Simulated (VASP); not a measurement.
Method: LDA (Ceperley-Alder, Perdew-Zunger), VASP's LDA PAW potentials (set 64) (plane waves; VASP).

Input for VASP

INCAR:
```
ALGO  =  Normal
EDIFF  =  1E-7
ENCUT  =  520
ISIF  =  2
ISMEAR  =  0
LASPH  =  .TRUE.
LCHARG  =  .FALSE.
LMAXMIX  =  4
LREAL  =  .FALSE.
LWAVE  =  .FALSE.
NELM  =  100
PREC  =  Accurate
SIGMA  =  0.05
SYSTEM  =  LiI
```

### KPOINTS
```
Automatic mesh
0
Gamma
8 8 8
0 0 0
```

**POSCAR**
```
LiI
1
    0.0000000000     2.8432174376     2.8432174376
    2.8432174376     0.0000000000     2.8432174376
    2.8432174376     2.8432174376     0.0000000000
Li I
1 1
Direct
  0.0000000000   0.0000000000   0.0000000000
  0.5000000000   0.5000000000   0.5000000000
```

POTCAR, in this order: Li_sv I (LDA.64 set). Program: vasp_std.

Output

File OSZICAR:
```
       N       E                     dE             d eps       ncg     rms          rms(c)
DAV:   1     0.334842291422E+02    0.33484E+02   -0.36714E+03   522   0.956E+02
DAV:   2    -0.509736538437E+01   -0.38582E+02   -0.36993E+02   724   0.139E+02
DAV:   3    -0.652594198771E+01   -0.14286E+01   -0.14277E+01   693   0.301E+01
DAV:   4    -0.655826265536E+01   -0.32321E-01   -0.32303E-01   753   0.461E+00
DAV:   5    -0.655886626738E+01   -0.60361E-03   -0.60357E-03   741   0.566E-01    0.270E+00
DAV:   6    -0.654760396864E+01    0.11262E-01   -0.10122E-02   738   0.573E-01    0.168E+00
DAV:   7    -0.654468063762E+01    0.29233E-02   -0.12315E-02   833   0.683E-01    0.165E-01
DAV:   8    -0.654458480592E+01    0.95832E-04   -0.12706E-03   574   0.275E-01    0.304E-02
DAV:   9    -0.654459308011E+01   -0.82742E-05   -0.42693E-05   651   0.552E-02    0.198E-02
DAV:  10    -0.654459346399E+01   -0.38388E-06   -0.54199E-06   775   0.159E-02    0.496E-03
DAV:  11    -0.654459361540E+01   -0.15141E-06   -0.13892E-07   603   0.354E-03    0.350E-03
DAV:  12    -0.654459358999E+01    0.25414E-07   -0.55315E-08   359   0.167E-03
   1 F= -.65445936E+01 E0= -.65445936E+01  d E =-.257653E-16
```

**OUTCAR**
```
------------------------ aborting loop because EDIFF is reached ----------------------------------------
  FORCE on cell =-STRESS in cart. coord.  units (eV):
  Direction    XX          YY          ZZ          XY          YZ          ZX
  --------------------------------------------------------------------------------------
  Total        0.5301868      0.5301868      0.5301868      0.0000000      0.0000000      0.0000000
  in kB       18.4790339     18.4790339     18.4790339      0.0000000      0.0000000      0.0000000
  external PRESSURE =      18.4790339 kB  Pullay stress =       0.0000000 kB
  volume of cell :       45.97
      direct lattice vectors                 reciprocal lattice vectors
     0.000000000  2.843217438  2.843217438    -0.175857109  0.175857109  0.175857109
     2.843217438  0.000000000  2.843217438     0.175857109 -0.175857109  0.175857109
     2.843217438  2.843217438  0.000000000     0.175857109  0.175857109 -0.175857109
 POSITION                                       TOTAL-FORCE (eV/Angst)
 -----------------------------------------------------------------------------------
      0.00000      0.00000      0.00000         0.000000     -0.000000     -0.000000
      2.84322      2.84322      2.84322        -0.000000      0.000000      0.000000
 -----------------------------------------------------------------------------------
    total drift:                               -0.000000     -0.000000      0.000000
  FREE ENERGIE OF THE ION-ELECTRON SYSTEM (eV)
  ---------------------------------------------------
  free  energy   TOTEN  =        -6.5445935900 eV

  energy  without entropy=       -6.5445935900  energy(sigma->0) =       -6.54459359
```
(Selected blocks of OUTCAR.)

File OUTCAR:
```
 val. band max:        3.5990706458   @ k =  -0.1250   0.1250   0.0000

 cond. band min:       7.8952727390   @ k =   0.5000   0.5000   0.0000


 Fermi energy:         3.8769324147

 k-point     1 :       0.0000    0.0000    0.0000
  band No.  band energies     occupation
      1     -40.6148      2.00000
      2      -8.8178      2.00000
      3       3.5834      2.00000
      4       3.5834      2.00000
      5       3.5834      2.00000
      6       8.4403      0.00000
      7      11.7705      0.00000
      8      11.7705      0.00000
      9      11.7705      0.00000

 k-point     2 :       0.1250    0.0000    0.0000
  band No.  band energies     occupation
      1     -40.6147      2.00000
      2      -8.7196      2.00000
      3       2.7861      2.00000
      4       3.5221      2.00000
      5       3.5221      2.00000
      6       8.8962      0.00000
      7      11.3385      0.00000
      8      11.6673      0.00000
      9      11.6673      0.00000

 k-point     3 :       0.2500    0.0000    0.0000
  band No.  band energies     occupation
      1     -40.6144      2.00000
      2      -8.4623      2.00000
      3       1.3511      2.00000
      4       3.3871      2.00000
      5       3.3871      2.00000
      6       8.6931      0.00000
      7      10.5710      0.00000
      8      10.5710      0.00000
      9      12.3775      0.00000

 k-point     4 :       0.3750    0.0000    0.0000
  band No.  band energies     occupation
      1     -40.6141      2.00000
      2      -8.1684      2.00000
      3       0.1956      2.00000
      4       3.2674      2.00000
      5       3.2674      2.00000
      6       8.1753      0.00000
      7       9.7828      0.00000
      8       9.7828      0.00000
      9      13.8957      0.00000

 k-point     5 :       0.5000    0.0000    0.0000
  band No.  band energies     occupation
      1     -40.6139      2.00000
      2      -8.0326      2.00000
      3      -0.2456      2.00000
...
```

Unless said otherwise, spin-orbit coupling is left out, though it shifts the bands of the heavy elements here.

The compound is LiI in the rock salt structure. This cell is one point of a volume scan, at 0.94 of the reference volume.
